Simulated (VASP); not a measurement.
# BaTiO3 (Pm-3m) in VASP: a series of runs

Runs on BaTiO3. Level: PBE. Tasks: relaxation of cell and atoms.

Program: VASP 6.6.1. These are calculated values, not measurements. Logs are shortened: lines on timing, memory, paths and dates and some standing lists are left out, and cuts for length are marked.

## (1) The crystal as given

The structure is cubic, space group Pm-3m (No. 221). Conventional cell: a = 4.006 Å, b = 4.006 Å, c = 4.006 Å, α = 90.00°, β = 90.00°, γ = 90.00°. Ba (site symmetry m-3m) is surrounded by 12 O at 2.83 Å. Around Ti (site symmetry m-3m) lie 6 O at 2.00 Å. O (site symmetry 4/mmm) is surrounded by 2 Ti at 2.00 Å.

## (2) Relaxation of cell and atoms, PBE

INCAR reads:

```
  PREC = Accurate
  ENCUT = 600
  EDIFF = 1E-6
  ISMEAR = 0
  SIGMA = 0.03
  LREAL = False
  LASPH = True
  NELM = 80
  ALGO = Normal
  ISIF = 3
  LWAVE = False
  LCHARG = False
  GGA = PE
  IBRION = 2
  NSW = 90
  EDIFFG = -0.01
```

KPOINTS reads:

```
regular mesh
0
Gamma
  8 8 8
```

POSCAR reads:

```
BaTiO3
1.0
    4.0060000000      0.0000000000      0.0000000000
    0.0000000000      4.0060000000      0.0000000000
    0.0000000000      0.0000000000      4.0060000000
Ba Ti O
1 1 3
Direct
    0.5000000000      0.5000000000      0.5000000000
    0.0000000000      0.0000000000      0.0000000000
    0.5000000000      0.0000000000      0.0000000000
    0.0000000000      0.5000000000      0.0000000000
    0.0000000000      0.0000000000      0.5000000000
```

Potentials or basis: VASP PAW PBE potentials, release 64 (Ba_sv, Ti_sv, O).

The run is started by

```sh
$ cat potpaw_PBE.64/Ba_sv/POTCAR potpaw_PBE.64/Ti_sv/POTCAR potpaw_PBE.64/O/POTCAR > POTCAR
$ mpirun -np 1 vasp_std > vasp.out
```

OUTCAR:

```text
PREC = Accurate
   ENCUT = 600
   EDIFF = 1E-6
   ISMEAR = 0
   LREAL = False
   LASPH = True
   NELM = 80
   ISIF = 3
   GGA = PE
   IBRION = 2
   NSW = 90
   EDIFFG = -0.01

 ion  position               nearest neighbor table
   1  0.500  0.500  0.500-   3 2.83   4 2.83   5 2.83   3 2.83   4 2.83   3 2.83   5 2.83   3 2.83
                             4 2.83   5 2.83   4 2.83   5 2.83   2 3.47   2 3.47   2 3.47   2 3.47
   2  0.000  0.000  0.000-   3 2.00   4 2.00   5 2.00   5 2.00   4 2.00   3 2.00   1 3.47   1 3.47
                             1 3.47   1 3.47   1 3.47   1 3.47   1 3.47   1 3.47
   3  0.500  0.000  0.000-   2 2.00   2 2.00   1 2.83   1 2.83   1 2.83   1 2.83
   4  0.000  0.500  0.000-   2 2.00   2 2.00   1 2.83   1 2.83   1 2.83   1 2.83
   5  0.000  0.000  0.500-   2 2.00   2 2.00   1 2.83   1 2.83   1 2.83   1 2.83

  LATTYP: Found a simple cubic cell.
 ALAT       =     4.0060000000

  Lattice vectors:

 A1 = (   4.0060000000,   0.0000000000,   0.0000000000)
 A2 = (   0.0000000000,   4.0060000000,   0.0000000000)
 A3 = (   0.0000000000,   0.0000000000,   4.0060000000)

Analysis of symmetry for initial positions (statically):
=====================================================================
 Subroutine PRICEL returns:
 Original cell was already a primitive cell.

 Routine SETGRP: Setting up the symmetry group for a
 simple cubic supercell.

 Subroutine GETGRP returns: Found 48 space group operations
 (whereof 48 operations were pure point group operations)
 out of a pool of 48 trial point group operations.

The static configuration has the point symmetry O_h .

Analysis of symmetry for dynamics (positions and initial velocities):
=====================================================================
 Subroutine PRICEL returns:
 Original cell was already a primitive cell.

 Routine SETGRP: Setting up the symmetry group for a
 simple cubic supercell.

 Subroutine GETGRP returns: Found 48 space group operations
 (whereof 48 operations were pure point group operations)
 out of a pool of 48 trial point group operations.

The dynamic configuration has the point symmetry O_h .

 Subroutine INISYM returns: Found 48 space group operations
 (whereof 48 operations are pure point group operations),
 and found     1 'primitive' translations

----------------------------------------------------------------------------------------

                                     Primitive cell

  volume of cell :      64.2884

  direct lattice vectors                    reciprocal lattice vectors
     4.006000000  0.000000000  0.000000000     0.249625562  0.000000000  0.000000000
     0.000000000  4.006000000  0.000000000     0.000000000  0.249625562  0.000000000
     0.000000000  0.000000000  4.006000000     0.000000000  0.000000000  0.249625562

  length of vectors
     4.006000000  4.006000000  4.006000000     0.249625562  0.249625562  0.249625562

  position of ions in fractional coordinates (direct lattice)
     0.500000000  0.500000000  0.500000000
     0.000000000  0.000000000  0.000000000
     0.500000000  0.000000000  0.000000000
     0.000000000  0.500000000  0.000000000
     0.000000000  0.000000000  0.500000000

  ion indices of the primitive-cell ions
   primitive index   ion index
                 1           1
                 2           2
                 3           3
                 4           4
                 5           5

----------------------------------------------------------------------------------------

 KPOINTS: regular mesh

Automatic generation of k-mesh.
 Grid dimensions read from file:
 generate k-points for:    8    8    8

 Generating k-lattice:

  Cartesian coordinates                     Fractional coordinates (reciprocal lattice)
     0.031203195  0.000000000  0.000000000     0.125000000  0.000000000  0.000000000
     0.000000000  0.031203195  0.000000000     0.000000000  0.125000000  0.000000000
     0.000000000  0.000000000  0.031203195     0.000000000  0.000000000  0.125000000

  Length of vectors
     0.031203195  0.031203195  0.031203195

  Shift w.r.t. Gamma in fractional coordinates (k-lattice)
     0.000000000  0.000000000  0.000000000

 Subroutine IBZKPT returns following result:
 ===========================================

 Found     35 irreducible k-points:

 Following reciprocal coordinates:
            Coordinates               Weight
  0.000000  0.000000  0.000000      1.000000
  0.125000  0.000000  0.000000      6.000000
  0.250000  0.000000  0.000000      6.000000
  0.375000  0.000000  0.000000      6.000000
  0.500000  0.000000  0.000000      3.000000
  0.125000  0.125000  0.000000     12.000000
[... 16 lines left out ...]
  0.375000  0.375000  0.125000     24.000000
  0.500000  0.375000  0.125000     24.000000
 [... further k-points ...]
   k-points           NKPTS =     35   k-points in BZ     NKDIM =     35   number of bands    NBANDS=     24
   number of dos      NEDOS =    301   number of ions     NIONS =      5
   total plane-waves  NPLWV =  32768
   dimension x,y,z NGX =    32 NGY =   32 NGZ =   32
   dimension x,y,z NGXF=    64 NGYF=   64 NGZF=   64
   ions per type =               1   1   3
   NGX,Y,Z   is equivalent  to a cutoff of  13.28, 13.28, 13.28 a.u.
   NGXF,Y,Z  is equivalent  to a cutoff of  26.56, 26.56, 26.56 a.u.
 SYSTEM =  unknown system
   PREC   = accura    normal or accurate (medium, high low for compatibility)
   ISTART =      0    job   : 0-new  1-cont  2-samecut
   ICHARG =      2    charge: 1-file 2-atom 10-const
   ISPIN  =      1    spin polarized calculation?
   LNONCOLLINEAR =      F non collinear calculations
   LSORBIT =      F    spin-orbit coupling
   LASPH  =      T    aspherical Exc in radial PAW
   ENCUT  =  600.0 eV  44.10 Ry    6.64 a.u.   8.00  8.00  8.00*2*pi/ulx,y,z
   NELM   =     80;   NELMIN=  2; NELMDL= -5     # of ELM steps
   EDIFF  = 0.1E-05   stopping-criterion for ELM
   LREAL  =      F    real-space projection
   EDIFFG = -.1E-01   stopping-criterion for IOM
   NSW    =     90    number of steps for IOM
   IBRION =      2    ionic relax: 0-MD 1-quasi-New 2-CG
   NFREE  =      1    steps in history (QN), initial steepest desc. (CG)
   ISIF   =      3    stress and relaxation
   ISYM   =      2    0-nonsym 1-usesym 2-fastsym
   POTIM  = 0.5000    time-step for ionic-motion
   TEBEG  =    0.0;   TEEND  =   0.0 temperature during run
   PSTRESS=    0.0 pullay stress
   NELECT =      40.0000    total number of electrons
   NUPDOWN=      -1.0000    fix difference up-down
   EMIN   =  10.00;   EMAX   =-10.00  energy-range for DOS
   EFERMI =   0.00;   METHOD = LEGACY
   ISMEAR =     0;   SIGMA  =   0.03  broadening in eV -4-tet -1-fermi 0-gaus
   EFERMI_NEDOS =   21; number of points for ismear=-14 and -15
   IALGO  =     38    algorithm
   IMIX   =      4    mixing-type and parameters
     AMIX     =   0.40;   BMIX     =  1.00
     AMIX_MAG =   1.60;   BMIX_MAG =  1.00
  volume/ion in A,a.u.               =      12.86        86.77
  Fermi-wavevector in a.u.,A,eV,Ry     =   1.397603  2.641087 26.576187  1.953295
  Thomas-Fermi vector in A             =   2.520843
   LORBIT       =      0    0 simple, 1 ext, 2 COOP (PROOUT), +10 PAW based schemes
   GGA     = PE    functional components
   LHFCALC =     F    Hartree Fock is set to
   AEXX    =    0.0000 exact exchange contribution
   IVDW    =     0    specifies the selected vdW correction
   LEPSILON=     F    determine dielectric tensor
   LRPA    =     F    only Hartree local field effects (RPA)
 conjugate gradient relaxation of ions
 non-spin polarized calculation
 Gauss-broadening in eV      SIGMA  =   0.03
  energy-cutoff  :      600.00
  volume of cell :       64.29
 maximum number of plane-waves:      2176
   NGX = 17   NGY = 17   NGZ = 17

--------------------------------------- Ionic step        1  -------------------------------------------

 number of electron      39.9999998 magnetization

 Free energy of the ion-electron system (eV)
  ---------------------------------------------------
  ext. energy  EPLUGINS =         0.00000000
  ---------------------------------------------------
  free energy    TOTEN  =       -39.97747177 eV

  energy without entropy =      -39.97747177  energy(sigma->0) =      -39.97747177

------------------------ aborting loop because EDIFF is reached ----------------------------------------

  FORCE on cell =-STRESS in cart. coord.  units (eV):
  Direction    XX          YY          ZZ          XY          YZ          ZX
  --------------------------------------------------------------------------------------
  -------------------------------------------------------------------------------------
  Total        1.3103530      1.3103530      1.3103530      0.0000000     -0.0000000      0.0000000
  in kB       32.6562302     32.6562302     32.6562302      0.0000000     -0.0000000      0.0000000
  external PRESSURE =      32.6562302 kB  Pullay stress =       0.0000000 kB

 VOLUME and BASIS-vectors are now :
 -----------------------------------------------------------------------------
  energy-cutoff  :      600.00
  volume of cell :       64.29
      direct lattice vectors                 reciprocal lattice vectors
     4.006000000  0.000000000  0.000000000     0.249625562  0.000000000  0.000000000
     0.000000000  4.006000000  0.000000000     0.000000000  0.249625562  0.000000000
     0.000000000  0.000000000  4.006000000     0.000000000  0.000000000  0.249625562
[... 40 lines left out ...]
 POSITION                                       TOTAL-FORCE (eV/Angst)
 -----------------------------------------------------------------------------------
      2.02832      2.02832      2.02832         0.000000      0.000000      0.000000
      0.00000      0.00000      0.00000        -0.000000      0.000000      0.000000
      2.02832     -0.00000      0.00000        -0.000000      0.000000      0.000000
      0.00000      2.02832      0.00000        -0.000000      0.000000      0.000000
     -0.00000     -0.00000      2.02832        -0.000000     -0.000000      0.000000
 -----------------------------------------------------------------------------------
    total drift:                                0.000000      0.000000     -0.000000

  FREE ENERGIE OF THE ION-ELECTRON SYSTEM (eV)
  ---------------------------------------------------
  free  energy   TOTEN  =       -39.9790665824 eV

  energy  without entropy=      -39.9790665824  energy(sigma->0) =      -39.97906658

--------------------------------------- Ionic step        3  -------------------------------------------

 number of electron      40.0000012 magnetization

 Free energy of the ion-electron system (eV)
  ---------------------------------------------------
  ext. energy  EPLUGINS =         0.00000000
  ---------------------------------------------------
  free energy    TOTEN  =       -39.98998438 eV

  energy without entropy =      -39.98998438  energy(sigma->0) =      -39.98998438

 E-fermi :   3.9027     XC(G=0): -11.1443

 val. band max:        3.6642532728   @ k =   0.5000   0.5000   0.5000
 cond. band min:       5.3661720055   @ k =   0.0000   0.0000   0.0000
 fundamental gap:      1.7019187327
 Fermi energy:         3.9026896518

 k-point     1 :       0.0000    0.0000    0.0000
  band No.  band energies     occupation
      1     -53.0645      2.00000
      2     -29.2642      2.00000
      3     -29.2642      2.00000
      4     -29.2642      2.00000
      5     -21.2006      2.00000
      6     -13.1779      2.00000
[... 16 lines left out ...]
     23       5.3662      0.00000
     24       7.4188      0.00000
[... 598 lines left out ...]
      2     -29.3080      2.00000
      3     -29.3010      2.00000
      4     -29.2677      2.00000
      5     -21.0267      2.00000
      6     -12.8425      2.00000
[... 16 lines left out ...]
     23       7.3803      0.00000
     24       8.6804      0.00000

 [... further k-points ...]

------------------------ aborting loop because EDIFF is reached ----------------------------------------

  FORCE on cell =-STRESS in cart. coord.  units (eV):
  Direction    XX          YY          ZZ          XY          YZ          ZX
  --------------------------------------------------------------------------------------
  -------------------------------------------------------------------------------------
  Total       -0.0019638     -0.0019638     -0.0019638      0.0000000      0.0000000      0.0000000
  in kB       -0.0480033     -0.0480033     -0.0480033      0.0000000      0.0000000      0.0000000
  external PRESSURE =      -0.0480033 kB  Pullay stress =       0.0000000 kB

 VOLUME and BASIS-vectors are now :
 -----------------------------------------------------------------------------
  energy-cutoff  :      600.00
  volume of cell :       65.55
      direct lattice vectors                 reciprocal lattice vectors
     4.031954022 -0.000000000  0.000000000     0.248018701 -0.000000000  0.000000000
     0.000000000  4.031954022  0.000000000     0.000000000  0.248018701  0.000000000
    -0.000000000 -0.000000000  4.031954022    -0.000000000 -0.000000000  0.248018701

 POSITION                                       TOTAL-FORCE (eV/Angst)
 -----------------------------------------------------------------------------------
      2.01598      2.01598      2.01598         0.000000      0.000000      0.000000
      0.00000      0.00000      0.00000        -0.000000      0.000000      0.000000
      2.01598     -0.00000      0.00000        -0.000000      0.000000      0.000000
      0.00000      2.01598      0.00000        -0.000000     -0.000000      0.000000
     -0.00000     -0.00000      2.01598        -0.000000     -0.000000      0.000000
 -----------------------------------------------------------------------------------
    total drift:                                0.000000      0.000000     -0.000000

  FREE ENERGIE OF THE ION-ELECTRON SYSTEM (eV)
  ---------------------------------------------------
  free  energy   TOTEN  =       -39.9899843823 eV

  energy  without entropy=      -39.9899843823  energy(sigma->0) =      -39.98998438

 reached required accuracy - stopping structural energy minimisation
```

Wall time 78 s (1 thread of AMD EPYC 9R45 (Zen 5), shared host); peak memory 0.2 GiB.

Results:

| Quantity | Value |
| --- | --- |
| Free energy | -39.9900 eV |
| Relaxed volume | 13.11 Å³/atom |
| Relaxed cell | a = 4.032 Å, b = 4.032 Å, c = 4.032 Å, α = 90.00°, β = 90.00°, γ = 90.00° |
| Space group after relaxing (to 0.05 Å) | Pm-3m (No. 221) |
| Energy gained by relaxing | 2.5 meV/atom |
| Ionic steps | 3 |
| Pressure after relaxing | 0.0 GPa |
| Band gap on the k mesh | 1.70 eV, indirect (least direct gap 1.87 eV) |

Step by step:
```csv
step,energy change (eV),largest force (eV/Å),pressure (GPa),volume (Å³)
1,0.0000,0.0000,3.27,64.29
2,-0.0016,0.0000,-2.84,66.76
3,-0.0125,0.0000,0.00,65.55
```

Final structure:
```cif
data_structure
_symmetry_space_group_name_H-M 'P 1'
_symmetry_Int_Tables_number 1
_cell_length_a 4.0320
_cell_length_b 4.0320
_cell_length_c 4.0320
_cell_angle_alpha 90.000
_cell_angle_beta 90.000
_cell_angle_gamma 90.000
_cell_volume 65.55
loop_
_atom_site_label
_atom_site_type_symbol
_atom_site_fract_x
_atom_site_fract_y
_atom_site_fract_z
_atom_site_occupancy
Ba1 Ba 0.50000 0.50000 0.50000 1
Ti1 Ti 0.00000 0.00000 0.00000 1
O1 O 0.50000 0.00000 0.00000 1
O2 O 0.00000 0.50000 0.00000 1
O3 O 0.00000 0.00000 0.50000 1
```

Caveat: spin-orbit coupling is left out, which moves the levels of the heavy elements.

## (3) Relaxation of cell and atoms, PBE

This run uses another cell than the first one, of 13.11 Å³/atom, 1.020 times its volume.

INCAR, as its differences from that of step 2:

```diff
@@ -2,3 +2,3 @@
   ENCUT = 600
-  EDIFF = 1E-6
+  EDIFF = 1E-7
   ISMEAR = 0
@@ -15,2 +15,2 @@
   NSW = 90
-  EDIFFG = -0.01
+  EDIFFG = -0.005
```

KPOINTS is that of step 2.

POSCAR reads:

```
BaTiO3                                  
1.0
    4.0319540223     -0.0000000000      0.0000000000
    0.0000000000      4.0319540223      0.0000000000
   -0.0000000000     -0.0000000000      4.0319540223
  Ba              Ti              O             
     1     1     3
Direct
     0.5000000000000000    0.5000000000000000    0.5000000000000000
     0.0000000000000000    0.0000000000000000    0.0000000000000000
     0.5000000000000000    0.0000000000000000    0.0000000000000000
     0.0000000000000000    0.5000000000000000    0.0000000000000000
     0.0000000000000000    0.0000000000000000    0.5000000000000000
```

Potentials or basis: VASP PAW PBE potentials, release 64 (Ba_sv, Ti_sv, O).

The run is started by

```sh
$ cat potpaw_PBE.64/Ba_sv/POTCAR potpaw_PBE.64/Ti_sv/POTCAR potpaw_PBE.64/O/POTCAR > POTCAR
$ mpirun -np 1 vasp_std > vasp.out
```

Run time: 35 s. Hardware: 1 thread of AMD EPYC 9R45 (Zen 5), shared host; peak memory 0.2 GiB.

The run converged. Its results:

```
Free energy             : -39.9926 eV
Pressure after relaxing : 0.0 GPa
Band gap on the k mesh  : 1.70 eV, indirect (least direct gap 1.87 eV)
```

Final structure:
```cif
data_structure
_symmetry_space_group_name_H-M 'P 1'
_symmetry_Int_Tables_number 1
_cell_length_a 4.0320
_cell_length_b 4.0320
_cell_length_c 4.0320
_cell_angle_alpha 90.000
_cell_angle_beta 90.000
_cell_angle_gamma 90.000
_cell_volume 65.55
loop_
_atom_site_label
_atom_site_type_symbol
_atom_site_fract_x
_atom_site_fract_y
_atom_site_fract_z
_atom_site_occupancy
Ba1 Ba 0.50000 0.50000 0.50000 1
Ti1 Ti 0.00000 0.00000 0.00000 1
O1 O 0.50000 0.00000 0.00000 1
O2 O 0.00000 0.50000 0.00000 1
O3 O 0.00000 0.00000 0.50000 1
```

Levels at points of the mesh, in eV from the valence-band top:
```
           k point  band 17  band 18  band 19  band 20  band 21  band 22  band 23  band 24
(0.00, 0.00, 0.00)    -1.06    -0.17    -0.17    -0.17     1.70     1.70     1.70     3.75
(0.50, 0.00, 0.00)    -1.80    -1.80    -0.71    -0.71     1.85     3.38     3.38     3.76
(0.50, 0.50, 0.00)    -1.73    -0.88    -0.88    -0.09     3.38     3.38     3.79     4.58
(0.50, 0.50, 0.50)    -2.41     0.00     0.00     0.00     4.02     4.02     4.02     6.63
```

Caveat: the relaxation stopped at its first step, so nothing moved; spin-orbit coupling is left out, which moves the levels of the heavy elements. A k mesh can miss the band edges.
